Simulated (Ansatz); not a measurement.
# Quasiparticle levels of BeS (F-43m)

Theory: G0W0@r²SCAN, full frequency by contour deformation, hand-made PAW set at its accurate level in Ansatz.

Input:

```yaml
crystal:
  lattice:
    - [0.0, 2.41, 2.41]
    - [2.41, 0.0, 2.41]
    - [2.41, 2.41, 0.0]
  atoms:
    - { symbol: Be, position: [0.0, 0.0, 0.0] }
    - { symbol: S, position: [0.25, 0.25, 0.25] }
basis:
  precision: f64
  xc_grid: 2
kpoints:
  mp_grid: { grid: [4, 4, 4], shift: [0, 0, 0] }
hamiltonian:
  xc: r2scan
  dispersion: none
  pseudopotentials: { kind: paw, source: ansatz, level: accurate }
magnetization:
  spin_polarized: false
scf:
  lower_state_search: "off"
  max_iter: 200
  occupations: { method: fixed }
  convergence: { dr2_threshold: "1e-10 eV" }
output: {}
gw:
  n_empty_bands: 180
  ecut_chi: 200
  ecutfock_ratio: 2
  qp_bands: [v1, c1]
  screening: { model: contour_deformation }
```

Levels count from the highest filled Kohn-Sham level listed; ε_QP = ε_KS + Z(Σ − Vxc). VB is the top filled band, CB the lowest empty one. Points in brackets are given in fractions of the reciprocal vectors. A dash marks a part that wasn't solved. The wave cutoff came out at 1250 eV.

| k | band | ε_KS (eV) | Σx − Vxc (eV) | Σc (eV) | Z | ε_QP (eV) |
| --- | --- | --- | --- | --- | --- | --- |
| Γ | VB | 0.00 | -2.60 | 1.48 | 0.80 | -0.90 |
| Γ | CB | 6.21 | 4.97 | – | – | – |
| (0, -0.5, -0.5) | CB | 3.51 | 4.12 | -3.88 | 0.83 | 3.70 |

The gap (from Γ to k = (0, -0.5, -0.5)) opens from 3.51 eV to 4.61 eV.

Electronic (ion-clamped) dielectric constant on this mesh, from the head of the inverse dielectric matrix: 5.2.

The cell is a model at fixed atoms and needn't be the relaxed known crystal. The PAW or pseudopotential files were made with PBE. The mesh is coarse, so these are values at the stated settings, not converged ones. Band sums or response are cut, so the gap isn't at its basis limit. The gap is read on the mesh, and the crystal's band edges can lie off it. With r²SCAN or HSE06 the Kohn-Sham levels are generalised ones. Meshes this coarse can overestimate the dielectric constant by a tenth and more.
